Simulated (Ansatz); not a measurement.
## Structure relaxation of Mo

Method: Ansatz 0.2.0, DFT r2SCAN, scalar-relativistic, plane waves, PAW. Cutoff 500 eV, Γ-centred k mesh, Gaussian smearing, no spin polarisation in the final step.

Mo was placed on the beta-tin structure type (I4_1/amd, No. 141), at a guessed volume.

```
Mo
1.0
    -2.46358    2.46358    1.34393
     2.46358   -2.46358    1.34393
     2.46358    2.46358   -1.34393
Mo
2
Cartesian
  0.0000 0.0000 0.0000
  0.0000 2.4636 0.6720
```

Cell and atoms relax at zero pressure; the relaxation can't lower the symmetry of the start. After a coarse first stage the cell is made exact in the group found at 0.06 Å.

Energies count from the standard state of Mo at the same level.

(1) Describe the relaxed structure.

(2) What are its volume, energy, density and gap?

## Answers

(1) It keeps I4_1/amd (No. 141). The result has the beta-tin structure. Conventional cell: a = 5.030 Å, c = 2.634 Å. Mo is coordinated by 6 Mo at 2.60–2.63 Å.

```
Mo
1.0
    -2.51506    2.51506    1.31704
     2.51506   -2.51506    1.31704
     2.51506    2.51506   -1.31704
Mo
2
Direct
  0.00000 0.00000 0.00000
  0.75000 0.25000 0.50000
```

(2) The volume per atom is 16.66 Å³ and the density is 9.56 g/cm³. The energy over the standard structure is 0.89 eV/atom. The gap on the 24×24×24 mesh is 0 eV (a metal).

The final run used a 24×24×24 mesh on its 2-atom cell and 0.10 eV smearing. For metals, differences of a few meV/atom aren't resolved. Symmetry constrained the relaxation, so the result can be a saddle point.

This form isn't the element's structure at ambient conditions.